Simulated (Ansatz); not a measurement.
## Levels at Γ against strain in BP

```xyz
2
Lattice="0.0000 2.2690 2.2690 2.2690 0.0000 2.2690 2.2690 2.2690 0.0000" Properties=species:S:1:pos:R:3 pbc="T T T"
B     0.0000    0.0000    0.0000
P     3.4035    3.4035    3.4035
```

Atom numbers follow the list: B1, P2.

The cell comes from COD entry 9008835, which wasn't checked; take it as a given geometry.

All numbers below come from DFT, LDA, all-electron LAPW, scalar-relativistic (Ansatz 0.2.0).

The runs use a Γ-centred 15×15×15 k mesh, Fermi–Dirac smearing of 0.05 eV, basis error target 1 meV/atom, no spin polarisation.

The cell is scaled evenly. Fractional coordinates are held (clamped ions).

Only quantities that a quadratic follows smoothly over the whole series are listed; rougher ones are left out.

| ln(V/Vcell) | direct gap at Γ (eV) | smallest gap on mesh and path (eV) |
| --- | --- | --- |
| -0.0619 | 3.481 | 1.117 |
| 0.0000 | 3.378 | 1.189 |
| 0.0100 | 3.362 | 1.200 |
| 0.0583 | 3.294 | 1.254 |

(1) Fit the series and give the slopes at zero strain.

(2) One run, at ln(V/Vcell) = -0.0101, is withheld. Predict its row.

Answers

(1) Least-squares fits y = p0 + p1 x + p2 x² to the rows give direct gap at Γ (eV): p1 = -1.55, p2 = 1.9; smallest gap on mesh and path (eV): p1 = 1.14, p2 = -0.36. So dEg/dln V = -1.5 eV for the direct gap at Γ, which isn't the fundamental gap here: that one has dEg/dln V = 1.1 eV. Semilocal gaps are too small, but their slopes carry over better.

(2) The fits give 3.394, 1.177; the run gave 3.393, 1.177.
